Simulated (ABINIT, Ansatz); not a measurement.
**CdS (Hawleyite): from Born charge to LO-TO splitting**

Aim: work out the LO frequency and the static dielectric constant of CdS (Hawleyite) from one linear-response run, then check them.

Calculated with ABINIT 10.8.3; DFT LDA, scalar-relativistic, plane waves, PseudoDojo norm-conserving pseudopotentials.

## (1) Set-up

Symmetry: F-43m, No. 216, cubic system. The conventional cell has a = 5.758 Å, b = 5.758 Å, c = 5.758 Å, α = 90.00°, β = 90.00°, γ = 90.00°. Nearest to Cd lie 4 S at 2.49 Å. Nearest to S lie 4 Cd at 2.49 Å. Farther neighbours and most contacts between anions are not listed.

As a file:

```xyz
2
Lattice="-2.8791 0.0000 2.8791 0.0000 2.8791 2.8791 -2.8791 2.8791 0.0000" Properties=species:S:1:pos:R:3 pbc="T T T"
Cd    0.0000    0.0000    0.0000
S    -1.4395    1.4395    1.4395
```

This is the cell after its relaxation at this level of theory, not the database cell from which that began.

## (2) What the response run gave

A linear-response run on the relaxed cell, with the response to an electric field; only its zone-centre results are used. Cutoff 57 Ha, k mesh 6×6×6 with shifts.

Numbers of over 12 decimals in the logs are rounded to 6 here.

Log:

```text
[banners, grids, parts of the stress and lines that vanish by symmetry left out]
- input  file    -> dfpt_gamma.abi
- output file    -> dfpt_gamma.abo
- root for input  files -> dfpt_gammai
[...]
DATASET    1 : space group F-4 3 m (#216); Bravais cF (face-center cubic)
[...]
nfft =      157464          nkpt =         432
[...]
DATASET    2 : space group F-4 3 m (#216); Bravais cF (face-center cubic)
[...]
nfft =      157464          nkpt =         432
[...]
== DATASET  1 ==================================================================
[...]
cutoff_energies: {ecut:  57.0, pawecutdg:  -1.0, }
[...]
- 16.00000   6.00000  180309                  znucl, zion, pspdat
[...]
Perturbation : derivative vs k along direction   1
[...]
-ETOT  1  -25.894288883214     -2.589E+01 4.832E+01 0.000E+00
 ETOT  2  -26.214723950514     -3.204E-01 2.633E+00 0.000E+00
 ETOT  3  -26.235569189330     -2.085E-02 5.325E-02 0.000E+00
 ETOT  4  -26.238795412865     -3.226E-03 2.162E-01 0.000E+00
 ETOT  5  -26.239568922467     -7.735E-04 4.939E-03 0.000E+00
[...]
At SCF step   45   max residual=  1.00E-20 < tolwfr=  1.00E-20 =>converged.
[...]
Perturbation : derivative vs k along direction   2
[...]
-ETOT  1  -25.894288882851     -2.589E+01 4.832E+01 0.000E+00
[...]
At SCF step   45   max residual=  1.00E-20 < tolwfr=  1.00E-20 =>converged.
[...]
Perturbation : derivative vs k along direction   3
[...]
-ETOT  1  -25.894288882489     -2.589E+01 4.832E+01 0.000E+00
[...]
At SCF step   45   max residual=  1.00E-20 < tolwfr=  1.00E-20 =>converged.
[...]
1        1       1.1488004577   -0.0000000000
     1        2      -0.5744002289    0.0000000000
     1        3      -0.5744002289   -0.0000000000
     2        1      -0.5744002289    0.0000000000
     2        2       1.1488004577   -0.0000000000
     2        3       0.5744002289   -0.0000000000
     3        1      -0.5744002289   -0.0000000000
     3        2       0.5744002289   -0.0000000000
     3        3       1.1488004577    0.0000000000
[...]
== DATASET  2 ==================================================================
[...]
cutoff_energies: {ecut:  57.0, pawecutdg:  -1.0, }
[...]
Perturbation : displacement of atom   1   along direction   1
[...]
-ETOT  1   17.621150144675     -2.472E+04 2.665E+02 2.836E+03
[...]
At SCF step   20       vres2   =  2.30E-12 < tolvrs=  1.00E-10 =>converged.
[...]
At SCF step   21       vres2   =  1.41E-11 < tolvrs=  1.00E-10 =>converged.
[...]
-ETOT  1   7.469353     -7.918E+01 2.155E+02 5.186E+04
[...]
ETOT 19  0.653760     -3.025E-11 2.589E-10 9.014E-10
 ETOT 20  0.653760     -1.343E-11 1.774E-10 7.981E-11
 At SCF step   20       vres2   =  7.98E-11 < tolvrs=  1.00E-10 =>converged.
[...]
Dielectric tensor, in cartesian coordinates,
[...]
1    4   1    4         6.5932700156        -0.0000000000
   1    4   2    4        -0.0000000000        -0.0000000000
   1    4   3    4        -0.0000000000        -0.0000000000
   2    4   1    4        -0.0000000000        -0.0000000000
   2    4   2    4         6.5932700156        -0.0000000000
   2    4   3    4        -0.0000000000        -0.0000000000
   3    4   1    4        -0.0000000000        -0.0000000000
   3    4   2    4        -0.0000000000        -0.0000000000
   3    4   3    4         6.5932700156        -0.0000000000
  Effective charges, in cartesian coordinates,
[...]
1    1   1    4         2.1338532456         0.0000000000
   2    1   1    4         0.0000000000         0.0000000000
   3    1   1    4        -0.0000000000         0.0000000000
   1    2   1    4        -2.1338890212         0.0000000000
   2    2   1    4         0.0000000000         0.0000000000
[...]
Effective charges, in cartesian coordinates,
[...]
Rigid-atom elastic tensor , in cartesian coordinates,
[...]
Rigid-atom proper piezoelectric tensor, in cartesian coordinates,
[...]
2    4   2    6         0.0112002477         0.0000000000
   2    4   3    6         0.0000000000         0.0000000000
   3    4   1    5         0.0000000000         0.0000000000
   3    4   2    5         0.0000000000         0.0000000000
   3    4   3    5         0.0000000000         0.0000000000
   3    4   1    6         0.0000000000         0.0000000000
   3    4   2    6         0.0000000000         0.0000000000
   3    4   3    6         0.0112002374         0.0000000000
  Phonon wavevector (reduced coordinates) :  0.00000  0.00000  0.00000
 Phonon energies in Hartree :
[...]
Phonon frequencies in cm-1    :
-  1.906437E+00  1.906437E+00  1.906437E+00  2.442570E+02  2.442570E+02
-  2.442570E+02
  Phonon at Gamma, with non-analyticity in the
[...]
Phonon energies in Hartree :
[...]
Phonon frequencies in cm-1    :
-  1.906437E+00  1.906437E+00  1.906444E+00  2.442570E+02  2.442570E+02
-  2.969826E+02
  Phonon at Gamma, with non-analyticity in the
[...]
Phonon energies in Hartree :
[...]
Phonon frequencies in cm-1    :
-  1.906437E+00  1.906437E+00  1.906444E+00  2.442570E+02  2.442570E+02
-  2.969826E+02
  Phonon at Gamma, with non-analyticity in the
[...]
Phonon energies in Hartree :
[...]
Phonon frequencies in cm-1    :
-  1.906437E+00  1.906437E+00  1.906444E+00  2.442570E+02  2.442570E+02
-  2.969826E+02
[...]
fcart2     0.0000000000E+00  0.0000000000E+00  0.0000000000E+00
           strten2     0.0000000000E+00  0.0000000000E+00  0.0000000000E+00
================================================================================
```

```
                       quantity    value
             cell volume Ω (Å³)   47.730
                 mass of Cd (u)  112.414
                  mass of S (u)   32.060
     Born charge of Cd, raw (e)    2.134
      Born charge of S, raw (e)   -2.134
                             ε∞    6.593
ω(TO) after the sum rule (cm⁻¹)    244.2
```

## (3) The calculation

The charges must sum to zero over the cell; taking off their mean, 0.000 e, leaves Z* = 2.134 e on Cd. In the polar mode Cd moves against S, so the reduced mass is μ = 112.41 × 32.06 / 144.47 = 24.946 u.

A longitudinal wave builds up a field that adds to the restoring force: ω(LO)² = ω(TO)² + 4π Z*² / (μ Ω ε∞), in Hartree atomic units. With μ = 45473 electron masses and Ω = 322.10 bohr³ the second term is 5.9253e-07 Ha², or 28542 cm⁻² (1 Ha = 219474.6 cm⁻¹).

So ω(LO) = √(59658 + 28542) = 297.0 cm⁻¹, and by the Lyddane-Sachs-Teller relation ε₀ = ε∞ (ω(LO)/ω(TO))² = 9.75.

## (4) Check against the program

The analysis program adds the same non-analytic term to the full matrix.

Log:

```text
[banners, grids, parts of the stress and lines that vanish by symmetry left out]
-outvars_anaddb: echo values of input variables ----------------------

 Flags :
[...]
Dielectric Tensor and Effective Charges
[...]
Effective charge tensors after
[...]
Phonon wavevector (reduced coordinates) :  0.00000  0.00000  0.00000
 Phonon energies in Hartree :
[...]
Phonon energies in meV     :
-  0.000000E+00  0.000000E+00  0.000000E+00  3.028374E+01  3.028374E+01
-  3.028374E+01
 Phonon frequencies in cm-1    :
-  0.000000E+00  0.000000E+00  0.000000E+00  2.442548E+02  2.442548E+02
-  2.442548E+02
 Phonon frequencies in Thz     :
-  0.000000E+00  0.000000E+00  0.000000E+00  7.322575E+00  7.322575E+00
-  7.322575E+00
 Phonon energies in Kelvin  :
-  0.000000E+00  0.000000E+00  0.000000E+00  3.514282E+02  3.514282E+02
-  3.514282E+02
[...]
-  1  0.00000000E+00  0.00000000E+00  1.94859075E-03
-     0.00000000E+00  0.00000000E+00  0.00000000E+00
-  2  0.00000000E+00  0.00000000E+00  1.94858982E-03
-     0.00000000E+00  0.00000000E+00  0.00000000E+00
[...]
-  1  0.00000000E+00 -1.94859075E-03  0.00000000E+00
-     0.00000000E+00  0.00000000E+00  0.00000000E+00
-  2  0.00000000E+00 -1.94858982E-03  0.00000000E+00
-     0.00000000E+00  0.00000000E+00  0.00000000E+00
[...]
-  1  1.94859075E-03  0.00000000E+00  0.00000000E+00
-     0.00000000E+00  0.00000000E+00  0.00000000E+00
-  2  1.94858982E-03  0.00000000E+00  0.00000000E+00
-     0.00000000E+00  0.00000000E+00  0.00000000E+00
[...]
-  1  0.00000000E+00  0.00000000E+00 -1.04073083E-03
-     0.00000000E+00  0.00000000E+00  0.00000000E+00
-  2  0.00000000E+00  0.00000000E+00  3.64840170E-03
-     0.00000000E+00  0.00000000E+00  0.00000000E+00
[...]
-  1  0.00000000E+00 -1.04073083E-03  0.00000000E+00
-     0.00000000E+00  0.00000000E+00  0.00000000E+00
-  2 -1.09511891E-07  3.64840169E-03  0.00000000E+00
-     0.00000000E+00  0.00000000E+00  0.00000000E+00
[...]
-  1  1.04073083E-03  0.00000000E+00  0.00000000E+00
-     0.00000000E+00  0.00000000E+00  0.00000000E+00
-  2 -3.64840169E-03 -1.09513768E-07  0.00000000E+00
-     0.00000000E+00  0.00000000E+00  0.00000000E+00
[...]
-     1          0.000000     0.000000     0.000001     0.000001
-     2          0.000000    -0.000001     0.000000     0.000001
-     3          0.000001     0.000000     0.000000     0.000001
-     4          0.000072    -0.000050    -2.637367     2.637367
-     5          0.000079    -2.637367     0.000050     2.637367
-     6          2.637367     0.000079     0.000072     2.637367
[...]
-   1     Real    0.0000E+00  0.0000E+00  0.0000E+00  0.0000E+00  0.0000E+00  0.0000E+00  0.0000E+00
[...]
-     0.00000000E+00  0.00000000E+00  0.00000000E+00
-  2  0.00000000E+00  0.00000000E+00  1.94858982E-03
-     0.00000000E+00  0.00000000E+00  0.00000000E+00
[...]
Phonon at Gamma, with non-analyticity in the
[...]
Phonon energies in Hartree :
[...]
Phonon energies in meV     :
-  0.000000E+00  0.000000E+00  0.000000E+00  3.028374E+01  3.028374E+01
-  3.682087E+01
 Phonon frequencies in cm-1    :
-  0.000000E+00  0.000000E+00  0.000000E+00  2.442548E+02  2.442548E+02
-  2.969804E+02
 Phonon frequencies in Thz     :
-  0.000000E+00  0.000000E+00  0.000000E+00  7.322575E+00  7.322575E+00
-  8.903247E+00
 Phonon energies in Kelvin  :
-  0.000000E+00  0.000000E+00  0.000000E+00  3.514282E+02  3.514282E+02
-  4.272885E+02
[...]
Phonon at Gamma, with non-analyticity in the
[...]
Phonon energies in Hartree :
[...]
Phonon energies in meV     :
-  0.000000E+00  0.000000E+00  0.000000E+00  3.028374E+01  3.028374E+01
-  3.682087E+01
 Phonon frequencies in cm-1    :
-  0.000000E+00  0.000000E+00  0.000000E+00  2.442548E+02  2.442548E+02
-  2.969804E+02
 Phonon frequencies in Thz     :
-  0.000000E+00  0.000000E+00  0.000000E+00  7.322575E+00  7.322575E+00
-  8.903247E+00
 Phonon energies in Kelvin  :
-  0.000000E+00  0.000000E+00  0.000000E+00  3.514282E+02  3.514282E+02
-  4.272885E+02
[...]
-  1  1.87010945E-06 -1.94858148E-03 -5.70434478E-06
-     0.00000000E+00  0.00000000E+00  0.00000000E+00
-  2  1.87000794E-06 -1.94858065E-03 -5.70444267E-06
-     0.00000000E+00  0.00000000E+00  0.00000000E+00
[...]
-  1  1.94858933E-03  1.86594435E-06  1.41006796E-06
-     0.00000000E+00  0.00000000E+00  0.00000000E+00
-  2  1.94858850E-03  1.86604405E-06  1.41016788E-06
-     0.00000000E+00  0.00000000E+00  0.00000000E+00
[...]
-  1  1.35069238E-04  6.59017204E-04 -7.94086443E-04
-     0.00000000E+00  0.00000000E+00  0.00000000E+00
-  2 -4.73500760E-04 -2.31026066E-03  2.78376142E-03
-     0.00000000E+00  0.00000000E+00  0.00000000E+00
[...]
-  1  8.38949782E-04 -5.36448282E-04 -3.02501499E-04
-     0.00000000E+00  0.00000000E+00  0.00000000E+00
-  2 -2.94103502E-03  1.88058120E-03  1.06045382E-03
-     0.00000000E+00  0.00000000E+00  0.00000000E+00
[...]
Direction                     Dielectric constant
[...]
Elastic Tensor (clamped ion) (unit:10^2GP):
[...]
Elastic Tensor (relaxed ion) (unit:10^2GP):
[...]
Calculation of the tensor related to piezoelectric effetc
[...]
Proper piezoelectric constants (clamped ion) (unit:c/m^2)
[...]
Increase cutoff energy or k-points sampling.
[...]
Proper piezoelectric constants (relaxed ion) (unit:c/m^2)
[...]
-0.00000000     -0.30299029     -0.00000000
      0.00000000     -0.00000000     -0.30299556
-
```

```
    quantity  by hand  program
ω(LO) (cm⁻¹)    297.0    297.0
          ε₀     9.75     9.75
```

## (5) Outcome

| Quantity | Value |
| --- | --- |
| TO mode | 244.2 cm⁻¹ |
| LO mode | 297.0 cm⁻¹ |
| static dielectric constant | 9.747 |

The LO mode of CdS (Hawleyite) lies at 297 cm⁻¹, 53 cm⁻¹ above the TO mode; the formula meets the program within 0.1 cm⁻¹, as it must for a cubic crystal with one polar mode. ω(LO)² − ω(TO)² goes with Z*²/ε∞: an error of 5 % in ε∞ would move the LO mode by 2.3 cm⁻¹, and semilocal functionals tend to overestimate ε∞. These are harmonic values at zero temperature, at the volume of this functional, for the structure held cubic; stability elsewhere in the zone is no part of this calculation.

[Host names and launcher messages were left out of these logs when they were recorded.]

[Logs are printed without paths, hosts, clocks, repeated set-up lines and the standing remarks that a program may print on its own settings, such as how far it seeks lower states.]

[Hosts, paths, dates, database ids (printed as entryN), source tags and the programs' standing remarks are cut or masked in the printed files.]
